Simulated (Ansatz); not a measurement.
The calculation used Ansatz, DFT PBE, scalar-relativistic, plane waves, PAW. All cells share a 420 eV cutoff and Γ-centred k meshes spaced at most about 0.3 Å⁻¹ (2π included). No spin polarisation.

Temperature and zero-point effects are left out.

Two relaxed structures of SnO:

A.

Space group P6_3mc (No. 186). a = 3.360 Å, b = 3.360 Å, c = 9.216 Å, α = 90.00°, β = 90.00°, γ = 120.00°
```json
{"atom": "Sn", "site": "2b", "symmetry": "3m.", "x": "0.3333", "y": "0.6667", "z": "0.3801"}
{"atom": "O", "site": "2b", "symmetry": "3m.", "x": "0.3333", "y": "0.6667", "z": "0.9930"}
```

B.

Space group P4/nmm:1 (No. 129). a = 3.868 Å, b = 3.868 Å, c = 5.066 Å, α = 90.00°, β = 90.00°, γ = 90.00°
```tsv
atom	site	symmetry	x	y	z
Sn	2c	4mm	0.0000	0.5000	0.2288
O	2a	-4m2	0.5000	0.5000	0.0000
```

**Question.** Which form is favoured at zero pressure, and by what margin per atom?

**Answer.** B is lower, by 0.31 eV/atom. A has space group P6_3mc (No. 186), 22.5 Å³/atom and a gap of 1.49 eV on its mesh; B has the litharge type, space group P4/nmm (No. 129), 19.0 Å³/atom and a gap of 0.50 eV. Counting O atoms around Sn (those within 1.25 times the shortest such distance or 1.15 times the sum of covalent radii), A has Sn 3 and B has Sn 4. In A, Sn has 3 O at 2.20 Å; around O lie 3 Sn at 2.20 Å. In B, Sn has 4 O at 2.25 Å; O has 4 Sn at 2.25 Å and 4 O at 2.74 Å. Origin: A, invented; B, reached from a Materials Project cell, among other starts.

No dispersion correction is applied, so the spacing and binding between layers, chains or molecules are poorly described (P6_3mc, P4/nmm), and this can change margins and order among such cells. Kohn–Sham gaps at this level usually fall short of measured ones. Cells relaxed within their symmetry can be saddle points.
